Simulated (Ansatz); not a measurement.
Here is an Ansatz 0.2.0 calculation.

File input.yaml:

```yaml
crystal:
  lattice:
    - [3.1967, 0.063934, 0.0]
    - [-1.5429815318, 2.7364564083, 0.0]
    - [0.0, 0.0, 5.0578]
  atoms:
    - { symbol: Hf, position: [0.6666666667, 0.3333333333, 0.75] }
    - { symbol: Hf, position: [0.3333333333, 0.6666666667, 0.25] }
kpoints:
  mp_grid: { grid: [10, 10, 5] }
scf:
  occupations: { method: fermi_dirac, width: 0.05 }
hamiltonian:
  xc: pbe
  pseudopotentials: { kind: all_electron, lapw: { basis_error: 0.001 } }
output:
  forces: true
  stress: true
  eigenvalues: true
```

Potentials or basis: all-electron LAPW, scalar-relativistic.

Launch:

```bash
$ ansatz run input.yaml --threads 1 --pin off --max-ram 3072MiB --backend cpu --events-out ev --progress --plain --runs-dir out
```

Problem. Estimate the largest force.

Solution. 0.102 eV/Å.

Problem. Predict the band gap on the k mesh.

Solution. None (metal or under the smearing width).

Problem. Predict the pressure.

Solution. 0.8 GPa.

Stress tensor (GPa, compression positive):
```
 0.89 -2.65  0.00
-2.65  0.96  0.00
 0.00  0.00  0.46
```

The run has no spin-orbit coupling, so splittings on Hf are missing.
